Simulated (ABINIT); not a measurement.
A calculation with ABINIT 10.8.3 (patched build) of SnO2 (ASE script, structure typed inline):

run.py

```python
import json, os
import numpy as np
from ase.units import GPa
from ase.calculators.abinit import Abinit, AbinitProfile
from ase import Atoms

atoms = Atoms(['Sn', 'O', 'O'],
              cell=[[1.6170930752, 0.9336291223, 4.800592584], [-1.6170930752, 0.9336291223, 4.800592584], [0.0, -1.8672582446, 4.800592584]],
              scaled_positions=[[0.5, 0.5, 0.5], [0.76283, 0.76283, 0.76283], [0.23717, 0.23717, 0.23717]],
              pbc=True)

profile = AbinitProfile(command='abinit', pp_paths=[os.path.abspath('pseudos')])
params = dict(
    pps='pawxml', xc='PBE',
    ecut=625.8619,
    pawecutdg=1224.5124,
    pawxcdev=0,
    kptopt=1,
    ngkpt=[10, 10, 10],
    nshiftk=1,
    shiftk=[0.0, 0.0, 0.0],
    ixc=11,
    nband=17,
    occopt=3,
    tsmear=0.05,
    nstep=100,
    tolvrs=1e-09,
    prtwf=0,
    prtden=0,
)

atoms.calc = Abinit(profile=profile, directory='run', **params)
energy = atoms.get_potential_energy()
forces = atoms.get_forces()
stress = atoms.get_stress()
print(f'energy {energy:.6f} eV')
print('forces (eV/A)')
print(np.round(forces, 5))
print('stress (GPa, Voigt, tension positive)', np.round(stress / GPa, 4))
json.dump(dict(energy=energy, forces=forces.tolist(), stress=stress.tolist(), cell=atoms.cell.tolist(), frac=atoms.get_scaled_positions(wrap=False).tolist()), open('results.json', 'w'))
```

Potentials or basis: JTH PAW PBE v2.0.

Launch:

```console
$ python run.py
```

Measurements of this composition are mostly on another form, of space group No. 136.

Q: Write the same calculation in another form: native input, structure typed inline.

A: As run:

The input run.abi:

```
# Pseudopotentials
pp_dirpath "./"
pseudos "Sn.GGA_PBE-JTH.xml, O.GGA_PBE-JTH.xml"

# Structure
acell 3*1.0
rprim
     3.0558630302     1.7643033431     9.0718052197
    -3.0558630302     1.7643033431     9.0718052197
     0.0000000000    -3.5286066862     9.0718052197
ntypat 2
znucl 50 8
natom 3
typat 1 2 2
xred
     0.5000000000     0.5000000000     0.5000000000
     0.7628300000     0.7628300000     0.7628300000
     0.2371700000     0.2371700000     0.2371700000

# Plane-wave basis
ecut 23.0
pawecutdg 45.0
pawxcdev 0

# k points
kptopt 1
ngkpt 10 10 10
nshiftk 1
shiftk 0.0 0.0 0.0

# Exchange and correlation
ixc 11

# Bands and occupations
nband 17
occopt 3
tsmear 0.05 eV

# SCF cycle
nstep 100
tolvrs 1.0e-9

# Output
iomode 3
prtwf 0
prtden 0
prteig 0
prtebands 0
enunit 2
```

Potentials or basis: JTH PAW PBE v2.0.

The run is started by

```sh
$ abinit run.abi > log 2>&1
```

Both were run:

|  | ASE script, structure typed inline | native input, structure typed inline |
| --- | --- | --- |
| Pressure | -1.2 GPa | -1.2 GPa |
| Largest force | 0.188 eV/Å | 0.188 eV/Å |
| Band gap on the k mesh | 1.92 eV, indirect (least direct gap 2.04 eV) | 1.92 eV, indirect (least direct gap 2.04 eV) |
| Valence electrons inside the program's atomic spheres | Sn 12.03; O 4.54 | Sn 12.03; O 4.54 |

Keys that steer only the numerical path or the files written may differ.

Caveat: spin-orbit coupling is left out, which moves the levels of the heavy elements.
